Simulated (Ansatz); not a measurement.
Start from LaAlO3 in the cubic perovskite structure (space group Pm-3m, No. 221; a = 3.812 Å).

Structures relaxed with PBE/PAW in Ansatz (a first-principles code), no spin-orbit coupling, earlier PAW set.

Base:

Simulated powder pattern, Co Kα, λ = 1.79026 Å (kinematic, ideal powder, no thermal factors, no anomalous dispersion; the 10 strongest lines at most, above 2 %, up to 2θ = 90°):

```
2θ (°)  I/Imax (%)    hkl
------  ----------  -----
27.16           46  (100)
38.79          100  (110)
48.00           42  (111)
56.02           36  (200)
63.34           20  (210)
70.22           38  (211)
83.23           22  (220)
89.57           11  (300)
```

After one change:

Simulated powder pattern, Co Kα, λ = 1.79026 Å (kinematic, ideal powder, no thermal factors, no anomalous dispersion; the 10 strongest lines at most, above 2 %, up to 2θ = 90°):

```tsv
2θ (°)	I/Imax (%)
27.06	46
38.65	100
47.81	42
55.80	36
63.09	20
69.94	38
82.87	22
89.16	11
```

Task: Which change produced these results?
(A) pressure 7 GPa
(B) pressure −2 GPa
(C) pressure 100 GPa
(D) pressure 75 GPa

Result: B, pressure −2 GPa. Its volume per atom is 11.20 Å³ against 11.08 Å³, and its space group is Pm-3m (No. 221).

Load acts through the strain it causes; cell and atoms are relaxed under it. No phonon test of stability was made. Competing high-pressure phases were not computed. Many cubic perovskites are stable only at high temperature; tilts and polar distortions were not tested.
